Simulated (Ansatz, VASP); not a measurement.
**Two plane-wave programs on W**

```
W
1.0
    -1.57383    1.57383    1.57383
     1.57383   -1.57383    1.57383
     1.57383    1.57383   -1.57383
W
1
Direct
  0.00000 0.00000 0.00000
```

Alike in both runs: functional PBEsol; k mesh 24 × 24 × 24; occupations fermi-dirac, width 0.08 eV; no spin polarisation.

Ansatz relaxed the structure, and its values are those at the end. VASP's run is a single point on that final structure, the one shown.

|  | VASP | Ansatz |
| --- | --- | --- |
| version | VASP 6.6.1 | Ansatz 0.2.0 |
| potentials or method | VASP PAW PBE potentials, release 64 (W_sv) | PAW with Ansatz's default frozen-core files, scalar-relativistic |
| plane-wave cutoff (eV) | 520 | 420 |
| valence electrons in the cell | 14 | 14 |

|  | VASP | Ansatz | Ansatz less VASP |
| --- | --- | --- | --- |
| pressure (GPa) | 2.7 | 2.0 | -0.69 |

Caveats: the PAW data sets were made with another functional, which shifts forces and pressure a little (VASP). The runs have no spin-orbit coupling, so splittings on W are missing.
